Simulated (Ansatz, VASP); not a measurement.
# Al3Cu: VASP beside Ansatz

The input INCAR:

```
SYSTEM = Al3Cu
PREC = Accurate
ENCUT = 520
EDIFF = 1E-7
ISMEAR = 1
SIGMA = 0.15
LREAL = .False.
LASPH = .True.
NELM = 80
ALGO = Normal
ISIF = 2
LWAVE = .False.
LCHARG = .True.
GGA = PS
IVDW = 13
LELF = .True.
LVHAR = .True.
NBANDS = 18
```

Contents of KPOINTS:

```
Automatic mesh
0
Gamma
  6 6 6
  0 0 0
```

The input POSCAR:

```
Al3Cu
1.0
    3.9241510000      0.0000000000      0.0000000000
    0.0000000000      3.9241510000      0.0000000000
    0.0000000000      0.0000000000      3.9241510000
Al Cu
3 1
Direct
    0.0000000000      0.5000000000      0.5000000000
    0.5000000000      0.0000000000      0.5000000000
    0.5000000000      0.5000000000      0.0000000000
    0.0000000000      0.0000000000      0.0000000000
```

Input for Ansatz:

```yaml
crystal:
  lattice:
    - [3.924151, 0.0, 0.0]
    - [0.0, 3.924151, 0.0]
    - [0.0, 0.0, 3.924151]
  atoms:
    - { symbol: Al, position: [0.0, 0.5, 0.5] }
    - { symbol: Al, position: [0.5, 0.0, 0.5] }
    - { symbol: Al, position: [0.5, 0.5, 0.0] }
    - { symbol: Cu, position: [0.0, 0.0, 0.0] }
kpoints:
  mp_grid:
    grid: [6, 6, 6]
hamiltonian:
  xc: pbesol
  dispersion: d4
  pseudopotentials:
    kind: paw
scf:
  occupations:
    method: cold
    width: 0.15
output:
  eigenvalues: true
```

The cell comes from a database or a generator and needn't be the stable form of this composition.

Alike in both runs: task single point; functional PBEsol; dispersion D4; k mesh 6 × 6 × 6; no spin polarisation.

```csv
,VASP,Ansatz
version,VASP 6.6.1,Ansatz 0.2.0
potentials or method,"VASP PAW PBE potentials, release 64 (Al, Cu)","plane waves, PAW"
plane-wave cutoff (eV),520,420
occupations,"methfessel-paxton of order 1, width 0.15 eV","cold, width 0.15 eV"
valence electrons in the cell,20,28
```

|  | VASP | Ansatz | Ansatz less VASP |
| --- | --- | --- | --- |
| gap on the k mesh at the Fermi level (eV) | none | none | - |
| dispersion energy (meV/atom) | -226.0 | -226.2 | -0.13 |

A gap of «none» marks a metal or a gap that the smearing closes. The two sets of potentials don't hold the same shells in valence.
